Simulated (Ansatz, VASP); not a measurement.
## Cross-check of AlN between VASP and Ansatz

One calculation is typed for both programs; each brings its own data sets and cutoff. How far apart do they land? The cell is taken from a series of VASP runs on this material, whose earlier steps may have relaxed, scaled or displaced it; both programs get it as it stands.

Main program and level: Ansatz 0.2.0; plane waves, with VASP 6.6.1 beside it; band structure at PBE0 and band structure at r2SCAN-EpsX with an exact-exchange share of 0.219.

### 1. The structure

Symmetry: F-43m, No. 216, cubic system. Conventional cell: a = 4.368 Å, b = 4.368 Å, c = 4.368 Å, α = 90.00°, β = 90.00°, γ = 90.00°. Nearest to Al lie 4 N at 1.89 Å. N has 4 Al at 1.89 Å nearest. Farther neighbours and most contacts between anions are not listed.

### 2. VASP: band structure, PBE0

Levels along a path test the potential and the projectors away from the mesh points.

Lines of VASP's logs that name or quote its potential files are left out, and so is its time.

The run reads the wave functions of an earlier VASP run, which isn't shown here.

INCAR reads:

```
SYSTEM = AlN
PREC = Accurate
ENCUT = 460
EDIFF = 1E-06
NELM = 100
ISMEAR = 0
SIGMA = 0.03
LREAL = .FALSE.
ALGO = Normal
LHFCALC = .TRUE.
AEXX = 0.25
GGA = PE
LASPH = .TRUE.
NBANDS = 10
PRECFOCK = Fast
HFRCUT = -1
LORBIT = 11
LWAVE = .FALSE.
LCHARG = .FALSE.
KPAR = 4
```

POSCAR reads:

```
AlN
1.0
    0.0000000000      2.1839935596      2.1839935596
    2.1839935596      0.0000000000      2.1839935596
    2.1839935596      2.1839935596      0.0000000000
Al N
1 1
Direct
    0.0000000000      0.0000000000      0.0000000000
    0.2500000000      0.2500000000      0.2500000000
```

KPOINTS reads:

```
Automatic mesh
0
Gamma
6 6 6
0 0 0
```

KPOINTS_OPT reads:

```
Line mode
10
Line-mode
Reciprocal
  0.00000000   0.00000000   0.00000000 GAMMA
  0.50000000   0.00000000   0.50000000 X

  0.50000000   0.00000000   0.50000000 X
  0.50000000   0.25000000   0.75000000 W

  0.50000000   0.25000000   0.75000000 W
  0.37500000   0.37500000   0.75000000 K

  0.37500000   0.37500000   0.75000000 K
  0.00000000   0.00000000   0.00000000 GAMMA

  0.00000000   0.00000000   0.00000000 GAMMA
  0.50000000   0.50000000   0.50000000 L

  0.50000000   0.50000000   0.50000000 L
  0.62500000   0.25000000   0.62500000 U

  0.62500000   0.25000000   0.62500000 U
  0.50000000   0.25000000   0.75000000 W

  0.50000000   0.25000000   0.75000000 W
  0.50000000   0.50000000   0.50000000 L

  0.50000000   0.50000000   0.50000000 L
  0.37500000   0.37500000   0.75000000 K

  0.62500000   0.25000000   0.62500000 U
  0.50000000   0.00000000   0.50000000 X
```

Potentials, in the order of the species: Al and N (PBE family, release 64).

On the command line:

```bash
> mpirun -np 4 vasp_std
```

Numbers of over 12 decimals in the logs are rounded to 6 here.

Output:

```text
[banner, memory and clock lines left out]
running    4 mpi-ranks, on    1 nodes
 distrk:  each k-point on    1 cores,    4 groups
 distr:  one band on    1 cores,    1 groups

 POSCAR found type information on POSCAR AlN
 POSCAR found :  2 types and       2 ions
 LDA part: xc-table for (Slater+PW92), standard interpolation
 found WAVECAR, reading the header
 POSCAR, INCAR and KPOINTS ok, starting setup
 FFT: planning ... GRIDC
 FFT: planning ... GRID_SOFT
 FFT: planning ... GRID
 HFRCUT set to (new)   10.241960
 reading WAVECAR
 the WAVECAR file was read successfully
 initial charge from wavefunction
 entering main loop
       N       E                     dE             d eps       ncg     rms          rms(c)
DAV:   1    -0.183121119992E+02   -0.18312E+02   -0.10450E+00   374   0.629E+00    0.965E+00
DAV:   2    -0.183157875184E+02   -0.36755E-02   -0.19343E-02   338   0.125E+00    0.651E+00
DAV:   3    -0.183139430378E+02    0.18445E-02   -0.55104E-03   348   0.432E-01    0.411E+00
DAV:   4    -0.183136858080E+02    0.25723E-03   -0.60099E-04   370   0.146E-01    0.249E+00
DAV:   5    -0.183135124078E+02    0.17340E-03   -0.49550E-05   354   0.595E-02    0.146E+00
DAV:   6    -0.183134561505E+02    0.56257E-04   -0.34772E-05   332   0.477E-02    0.845E-01
DAV:   7    -0.183134384111E+02    0.17739E-04   -0.53013E-06   358   0.206E-02    0.487E-01
DAV:   8    -0.183134322057E+02    0.62054E-05   -0.19360E-06   294   0.105E-02    0.283E-01
DAV:   9    -0.183134303244E+02    0.18814E-05   -0.83724E-07   180   0.696E-03    0.166E-01
DAV:  10    -0.183134298155E+02    0.50890E-06   -0.27812E-07   178   0.461E-03
   1 F= -.18313430E+02 E0= -.18313430E+02  d E =-.112875E-16
 Start KPOINTS_OPT (optional k-point list driver)
k-point batch [1-16\100]
       N       E                     dE             ncg
DAV:   1     0.345945843622E+03   -0.35649E+04      328
DAV:   2    -0.695334226948E+02   -0.41548E+03      390
DAV:   3    -0.854936828959E+02   -0.15960E+02      396
DAV:   4    -0.856618727203E+02   -0.16819E+00      412
DAV:   5    -0.856631775700E+02   -0.13048E-02      376
DAV:   6    -0.856632083928E+02   -0.30823E-04      420
DAV:   7    -0.856632089016E+02   -0.50876E-06      324
[...]
k-point batch [97-100\100]
       N       E                     dE             ncg
DAV:   1     0.397087407502E+04   -0.13663E+04       80
DAV:   2     0.387827958495E+04   -0.92594E+02      104
DAV:   3     0.387546997012E+04   -0.28096E+01       94
DAV:   4     0.387543683179E+04   -0.33138E-01      104
DAV:   5     0.387543648024E+04   -0.35154E-03       96
DAV:   6     0.387543647186E+04   -0.83847E-05      120
DAV:   7     0.387543647180E+04   -0.61106E-07       96
```

From OUTCAR (step 2):

```text
ion  position               nearest neighbor table
   1  0.000  0.000  0.000-   2 1.89   2 1.89   2 1.89   2 1.89
   2  0.250  0.250  0.250-   1 1.89   1 1.89   1 1.89   1 1.89

  LATTYP: Found a face centered cubic cell.
 ALAT       =     4.3679871192

 Subroutine GETGRP returns: Found 24 space group operations
 (whereof 24 operations were pure point group operations)

The static configuration has the point symmetry T_d .

 Found     16 irreducible k-points:

   k-points           NKPTS =     16   k-points in BZ     NKDIM =    216   number of bands    NBANDS=     10

   dimension x,y,z NGX =    24 NGY =   24 NGZ =   24
   dimension x,y,z NGXF=    48 NGYF=   48 NGZF=   48

   ENCUT  =  460.0 eV  33.81 Ry    5.81 a.u.   5.40  5.40  5.40*2*pi/ulx,y,z

   NELECT =       8.0000    total number of electrons

 k-points in reciprocal lattice and weights: Automatic mesh
   0.00000000  0.00000000  0.00000000       0.005
   0.16666667  0.00000000  0.00000000       0.037
   0.33333333  0.00000000  0.00000000       0.037
   0.50000000  0.00000000  0.00000000       0.019
   0.16666667  0.16666667  0.00000000       0.028
   0.33333333  0.16666667  0.00000000       0.111
   0.50000000  0.16666667  0.00000000       0.111
  -0.33333333  0.16666667  0.00000000       0.111
  -0.16666667  0.16666667  0.00000000       0.056
[...]
-0.33333333  0.33333333  0.16666667       0.111
  -0.33333333  0.50000000  0.16666667       0.056

  exchange ACFDT corr.  =         0.00000000  see jH, gK, PRB 81, 115126

 average (electrostatic) potential at core
       1 -67.2506       2 -54.4298

 E-fermi :   4.8288

 k-point     1 :       0.0000    0.0000    0.0000
  band No.  band energies     occupation
      1     -11.8527      2.00000
      2       4.6626      2.00000
      3       4.6626      2.00000
      4       4.6626      2.00000
      5      10.9474      0.00000
      6      19.6856      0.00000
      7      19.6856      0.00000
      8      19.6856      0.00000
      9      25.0502      0.00000
    ...

 k-point     2 :       0.1667    0.0000    0.0000
  band No.  band energies     occupation
      1     -11.4257      2.00000
      2       2.6760      2.00000
      3       4.5114      2.00000
      4       4.5114      2.00000
      5      12.4520      0.00000
      6      18.7787      0.00000
      7      19.8803      0.00000
      8      19.8803      0.00000
      9      23.1229      0.00000
    ...

 k-point     3 :       0.3333    0.0000    0.0000
  band No.  band energies     occupation
      1     -10.3700      2.00000
      2      -0.3012      2.00000
      3       4.2422      2.00000
      4       4.2422      2.00000
      5      13.9408      0.00000
      6      17.5853      0.00000
      7      18.8176      0.00000
      8      18.8176      0.00000
      9      24.5963      0.00000
    ...

  energy-cutoff  :      460.00
  volume of cell :       20.83
      direct lattice vectors                 reciprocal lattice vectors
     0.000000000  2.183993560  2.183993560    -0.228938404  0.228938404  0.228938404
     2.183993560  0.000000000  2.183993560     0.228938404 -0.228938404  0.228938404
     2.183993560  2.183993560  0.000000000     0.228938404  0.228938404 -0.228938404

 POSITION                                       TOTAL-FORCE (eV/Angst)
 -----------------------------------------------------------------------------------
      0.00000      0.00000      0.00000        -0.000000      0.000000      0.000000
      1.09200      1.09200      1.09200         0.000000     -0.000000     -0.000000
 -----------------------------------------------------------------------------------
    total drift:                                0.000002     -0.000000      0.000001

  FREE ENERGIE OF THE ION-ELECTRON SYSTEM (eV)
  ---------------------------------------------------
  free  energy   TOTEN  =       -18.3134298155 eV

  energy  without entropy=      -18.3134298155  energy(sigma->0) =      -18.31342982

 total charge
# of ion       s       p       d       tot
------------------------------------------
    1        0.424   0.462   0.000   0.886
    2        1.227   2.639   0.000   3.866
--------------------------------------------------
tot          1.652   3.100   0.000   4.752

[... 3 further parts left out ...]
```

### 3. Ansatz: band structure, PBE0

Ansatz runs on its default PAW (the set named soft_2) files.

The same cell, functional, mesh and smearing now go to Ansatz, which takes its cutoff from its data sets.

input.yaml reads:

```yaml
crystal:
  lattice:
    - [0.0, 2.1839935596, 2.1839935596]
    - [2.1839935596, 0.0, 2.1839935596]
    - [2.1839935596, 2.1839935596, 0.0]
  atoms:
    - { symbol: Al, position: [0.0, 0.0, 0.0] }
    - { symbol: "N", position: [0.25, 0.25, 0.25] }
hamiltonian:
  xc: pbe0
  pseudopotentials: { kind: paw }
kpoints:
  mp_grid: { grid: [6, 6, 6] }
  band_path:
    path:
      - [0.0, 0.0, 0.0]
      - [0.5, 0.0, 0.5]
      - [0.5, 0.22222, 0.72222]
      - [0.40278, 0.34722, 0.75]
      - [0.125, 0.125, 0.25]
      - [0.27778, 0.27778, 0.27778]
      - [0.55556, 0.38889, 0.55556]
      - [0.58333, 0.25, 0.66667]
      - [0.5, 0.30556, 0.69444]
      - [0.48611, 0.48611, 0.52778]
      - [0.625, 0.25, 0.625]
      - [0.5, 0.0, 0.5]
    npoints: 1
scf:
  occupations: { method: gaussian, width: 0.03 }
  n_extra_bands: 7
output:
  forces: true
  stress: true
  eigenvalues: true
  write_density: true
  write_potential: true
  elf: true
  volumetric_format: npy
```

On the command line:

```bash
> ansatz run input.yaml --threads 4 --pin off --max-ram 9216MiB --backend cpu --events-out ev --progress --plain --runs-dir out
```

Output:

```text
Warning: output.stress: scf.convergence.dr2_threshold = 1e-7 eV (the SCF's general default) is looser than the 2e-10 eV advised for a printed stress (1e-10 eV for each atom of the cell: 2). What an SCF threshold leaves in a stress goes as its square root, and in the free energy as the threshold itself, and one threshold admits the most on a small cell: [figures from the program's tests cut] Set scf.convergence.dr2_threshold to 2e-10 eV or tighter. The threshold is an SCF's pass mark: one that does not reach it within its budget of iterations ends unconverged, or closes short of it on a stop that the run arms, and scf.convergence.dr2_threshold's page says what that costs each kind of run
Warning: output.stress: scf.exx.energy_threshold = 1e-6 eV is looser than the 2e-8 eV advised for a stress under a hybrid functional (1e-8 eV for each atom of the cell: 2). Every SCF of the exchange loop can meet its threshold on dr2 while the loop round them stops early: no threshold on dr2 bounds what that leaves in the stress. Set scf.exx.energy_threshold to 2e-8 eV or tighter. The threshold is the loop's pass mark: a loop that does not reach it within its budget of cycles ends unconverged, and scf.exx.energy_threshold's page has the law
scf.n_extra_bands = 7 over 4 filled bands (N_el = 8.0): the run solves 11 bands
Engine: ansatz 0.2.0, aarch64-unknown-linux-gnu
Pseudopotentials: kind: paw
Pseudopotential: Al, paw, valence charge 3, recommended cutoff 420 eV (normal), Al.paw.azcp
Pseudopotential: N, paw, valence charge 5, recommended cutoff 420 eV (normal), N.paw.azcp
Functional definition: PBE0
  parameter a = 0.25
  parameter kappa = 0.804
  parameter beta = 0.066725
  exchange = (1 - a)*pbe_x(kappa = kappa, mu = beta*pi^2/3) + a*exact_x
  correlation = pbe_c(beta = beta)
Crystal: 2 atoms, lattice volume = 20.835 Å³
Basis set: ecut = 420 eV, 411 PW (Γ), exchange–correlation on 48×48×48 points (8 copies of the dense FFT grid, shifted against one another)
Bands: 11, of which v1, the nominal top of the filled ones, is band 4 counted from 1 (3 counted from 0)
Symmetry: 24 space group operations
Space group: F-43m (ITA 216), of the structure as read, at distance tolerance 2.8e-5 Å
k-points: 16 of 216 (time reversal used)
Non-local potential: Al, projectors of the file, l = 0: 2, l = 1: 2, l = 2: 1
Non-local potential: N, projectors of the file, l = 0: 2, l = 1: 2, l = 2: 1
PAW form: soft (Blöchl's): semilocal exchange-correlation on the pseudo side does not see the compensation charge
PAW frozen core: Al, regenerated for the run's functional, and the local potential with it (the file was generated under x = pbe(κ = 0.804, μ = 0.219515), c = pbe(β = 0.066725))
PAW frozen core: N, regenerated for the run's functional, and the local potential with it (the file was generated under x = pbe(κ = 0.804, μ = 0.219515), c = pbe(β = 0.066725))
PAW one-centre angular grid: Al, 110 points (default); XC on 64 Gauss nodes
PAW one-centre angular grid: N, 110 points (default); XC on 64 Gauss nodes
Initial density: superposition of atomic densities (neutral atoms: chi_scale 0, normalization atom), corrected by the library's trained network
Initial wavefunctions: pseudopotential atomic-orbital guess
Functional: x = pbe(κ = 0.804, μ = 0.219515), c = pbe(β = 0.066725), warm-up for x = 0.75 pbe(κ = 0.804, μ = 0.219515) + 0.25 exact, c = pbe(β = 0.066725)
SCF iter   1: F=—  HF=-924.196668 eV  |F-HF|=—  |Δ(HF+E_count)|=         —  Δρ=9.34e-4  dr2=1.18e-4  ethr=1.77e-3  ⟨swp⟩=2.0  Hψ=1221  notcnv=0
preconditioner: auto → none  [insulator: Δε(μ)=3.330 eV  Ē_g=19.154 eV  σ=0.030 eV  W_gap=1.00  n_scr=0 (ndim 8)  ℏωp=23.0 eV  f_vac=0.000  D(μ)=0.00/eV (n_scr^D=0)]
SCF iter   2: F=-924.196745 eV  HF=-924.196723 eV  |F-HF|=2.20e-5  |Δ(HF+E_count)|=   5.56e-5  Δρ=4.05e-4  dr2=1.87e-5  ethr=1.48e-6  ⟨swp⟩=3.4  Hψ=311  notcnv=0  defer=12
SCF 1 stopped early in 2 iterations: F = -924.196745 eV  dr2 = 1.87e-5
  greatest PAW one-centre occupation: 0.788 electrons in one spin orbital (limit 2), on the N atom at site 1 (counted from 0), in its partial waves of l = 0
Initial density: handed on by an earlier stage of this run
Initial wavefunctions: those handed on with the density
Functional: x = 0.75 pbe(κ = 0.804, μ = 0.219515) + 0.25 exact, c = pbe(β = 0.066725)
Frozen-core exchange: fock
SCF iter   1: F=—  HF=-924.891323 eV  |F-HF|=—  |Δ(HF+E_count)|=         —  Δρ=6.02e-3  dr2=4.12e-3  ethr=2.34e-6  ⟨swp⟩=8.1  Hψ=888  notcnv=0
preconditioner: auto → none  [insulator: Δε(μ)=5.260 eV  Ē_g=22.215 eV  σ=0.030 eV  W_gap=1.00  n_scr=0 (ndim 8)  ℏωp=23.0 eV  f_vac=0.000  D(μ)=0.00/eV (n_scr^D=0)]
SCF iter   2: F=—  HF=-924.889813 eV  |F-HF|=—  |Δ(HF+E_count)|=   1.51e-3  Δρ=2.89e-3  dr2=1.12e-3  ethr=2.34e-6  ⟨swp⟩=3.0  Hψ=358  notcnv=0
SCF iter   3: F=—  HF=-924.889473 eV  |F-HF|=—  |Δ(HF+E_count)|=   3.39e-4  Δρ=5.42e-4  dr2=5.30e-4  ethr=2.34e-6  ⟨swp⟩=3.0  Hψ=375  notcnv=0
SCF iter   4: F=—  HF=-924.892949 eV  |F-HF|=—  |Δ(HF+E_count)|=   3.48e-3  Δρ=6.46e-4  dr2=1.04e-4  ethr=7.75e-7  ⟨swp⟩=4.2  Hψ=447  notcnv=0  defer=1
iter 5 solved again at ethr=1.99e-8 eV; its pass at ethr=7.75e-7 eV (dr2=1.59e-6 eV) is discarded
SCF iter   5: F=—  HF=-924.892925 eV  |F-HF|=—  |Δ(HF+E_count)|=   2.44e-5  Δρ=1.07e-4  dr2=8.77e-6  ethr=1.99e-8  ⟨swp⟩=3.2  Hψ=577  notcnv=0
SCF iter   6: F=-924.892979 eV  HF=-924.892979 eV  |F-HF|=5.19e-7  |Δ(HF+E_count)|=   5.46e-5  Δρ=8.79e-5  dr2=1.15e-6  ethr=1.99e-8  ⟨swp⟩=4.1  Hψ=386  notcnv=0  defer=1
SCF 2 stopped early in 6 iterations: F = -924.892979 eV  dr2 = 1.15e-6
hybrid outer 1: dexx = +3.911e-3 eV, tail = 6.16e-6 eV
Frozen-core exchange: fock
SCF iter   1: F=—  HF=-924.892989 eV  |F-HF|=—  |Δ(HF+E_count)|=         —  Δρ=2.98e-5  dr2=5.98e-8  ethr=3.85e-7  ⟨swp⟩=4.9  Hψ=464  notcnv=0
preconditioner: auto → none  [insulator: Δε(μ)=5.289 eV  Ē_g=22.208 eV  σ=0.030 eV  W_gap=1.00  n_scr=0 (ndim 8)  ℏωp=23.0 eV  f_vac=0.000  D(μ)=0.00/eV (n_scr^D=0)]
SCF iter   2: F=-924.892989 eV  HF=-924.892989 eV  |F-HF|=3.90e-9  |Δ(HF+E_count)|=   1.77e-8  Δρ=7.82e-6  dr2=9.76e-9  ethr=6.86e-10  ⟨swp⟩=3.3  Hψ=308  notcnv=0
SCF 3 converged in 2 iterations: F = -924.892989 eV  dr2 = 9.76e-9
  Residual-converged pass: ⟨swp⟩=3.0  Hψ=297  notcnv=0  max |occ|·‖R‖ = 2.3e-6 eV (tolerance 2.4e-6 eV)  dr2=9.79e-9  dr2_onsite=5.88e-10  max |Δocc| = 0.0e0
hybrid outer 2: dexx = +3.945e-8 eV, tail = 2.16e-8 eV, Δε = 1.43e-3 eV (about 1.18e-4 eV left of the loop's levels)
NSCF: frozen V_eff on 12 k-points
hybrid SCF converged: 2 outer / 8 inner (+2 warm-up), last move |dexx| = 3.94e-8 eV, tail = 2.16e-8 eV
Stability not checked: this state was not tested for a lower state beside it, because the functional holds exact exchange (a hybrid, or Hartree-Fock), whose exchange loop this test does not read (fock_operator; see scf.lower_state_search)
Free energy (F): -924.892989 eV
Frozen-core exchange: fock
Harris-Foulkes:  -924.892989 eV  (|F-HF|=3.90e-9)
Internal energy: -924.892989 eV  (E = F + TS)
E sigma→0 (E₀):  -924.892989 eV
Fermi energy:    8.297308 eV
--- Per-component energies (eV) ---
  E_band       = 0.845739
  E_kinetic    = 160.056769
  E_local      = -222.527058  (includes V_loc(G=0)·N_el)
  E_nonlocal   = 54.342543
  E_hartree    = 77.575487
  E_xc         = -78.981282
  E_vxc        = -83.868938  (∫ρ·V_xc dr)
  E_exx        = -21.233020  (= α·E_x^exact, valence–valence)
  E_paw        = -597.457451  (= ΣΔE_a)
  E_vpaw       = -19.842162  (= ΣTr[D̂ρ^β])
  E_aug_tail   = 0.000097  (compensation charges beyond the density's cutoff)
  E_ewald      = -296.603555
  E_core_change = -0.065517  (= ΣΔE_core)
  E_smearing   = -0.000000  (= −TS)
  E_closure    = -0.000000  (closes the sum)
  Σ components = -924.892989   (vs F -924.892989, Δ=1.14e-13)
--- Forces (eV/Å), atoms counted from 1 ---
  atom   1  Al     0.00000000    -0.00000000     0.00000000
  atom   2  N     -0.00000000     0.00000000     0.00000000
  max |Σ_I F_I| component: 2.22e-16 eV/Å
--- Stress (GPa, compression-positive) ---
       -0.463076       0.000000      -0.000000
        0.000000      -0.463076       0.000000
       -0.000000       0.000000      -0.463076
  P = ⅓ Tr σ = -0.4631 GPa (-4.631 kbar)
--- Band table (eV; the first three rows and the last of 16) ---
  k-point 0: bands = [-10.8167, 5.6528, 5.6528, 5.6528, 11.9413, 20.7286, 20.7286, 20.7286, ... 3 higher]
  k-point 1: bands = [-10.3925, 3.6774, 5.5069, 5.5069, 13.4494, 19.8069, 20.9072, 20.9072, ... 3 higher]
  k-point 2: bands = [-9.3447, 0.7187, 5.2426, 5.2426, 14.9440, 18.5799, 19.8037, 19.8037, ... 3 higher]
  k-point 15: bands = [-7.9256, 0.9671, 2.6310, 2.9806, 12.9816, 18.3346, 21.2409, 21.4781, ... 3 higher]
```

The job ended after 10 s (4 threads of Arm Neoverse V2, shared host; peak memory 0.56 GiB).

### 4. Side by side

Known differences besides the potentials themselves: exact exchange at q = 0 is treated differently, which shows on coarse meshes; VASP keeps PBE cores, Ansatz makes them for the functional; the cutoff is 420 eV in Ansatz and 460 eV in VASP; VASP takes a coarser grid for exact exchange (PRECFOCK = Fast). Total energies have different zeros and are not compared.

The two programs side by side:

```
                     quantity  Ansatz   VASP  difference
gap over the path points (eV)   5.289  5.289       0.000
```

Levels at points of the path, from each program's valence-band top (eV; 3 filled, then empty):

```
k (reciprocal lattice)                        Ansatz                          VASP
     0.000 0.000 0.000     0.00 0.00 0.00 6.29 15.08     0.00 0.00 0.00 6.29 15.02
     0.500 0.000 0.500  -5.33 -1.94 -1.94 5.29 10.85  -5.37 -1.96 -1.96 5.29 10.84
     0.500 0.222 0.722  -4.24 -3.58 -2.85 8.08 13.62  -4.29 -3.61 -2.88 8.10 13.65
     0.403 0.347 0.750  -4.59 -3.90 -1.64 7.37 12.59  -4.63 -3.93 -1.66 7.38 12.60
     0.125 0.125 0.250  -2.39 -0.75 -0.05 8.36 14.00  -2.40 -0.76 -0.05 8.35 13.96
     0.278 0.278 0.278  -4.02 -0.33 -0.33 8.94 13.28  -4.04 -0.34 -0.34 8.93 13.26
     0.556 0.389 0.556  -5.88 -1.87 -0.84 9.73 11.28  -5.92 -1.89 -0.86 9.73 11.28
     0.583 0.250 0.667  -4.54 -3.87 -1.80 7.51 12.69  -4.59 -3.90 -1.83 7.52 12.70
     0.500 0.306 0.694  -4.59 -3.56 -2.21 8.40 13.07  -4.63 -3.59 -2.24 8.42 13.07
     0.486 0.486 0.528  -6.32 -0.63 -0.55 9.75 12.04  -6.36 -0.64 -0.56 9.73 12.05
```

Among the levels compared at these points, filled levels agree within 43 meV and empty ones within 53 meV.

[end of part 1 of 2]

[Lines on the potential files, build, host, timing and source positions are cut from VASP's logs without a mark.]

[Logs are printed without paths, hosts, clocks, repeated set-up lines and the standing remarks that a program may print on its own settings, such as how far it seeks lower states.]

[Hosts, paths, dates, database ids (printed as entryN), source tags and the programs' standing remarks are cut or masked in the printed files.]
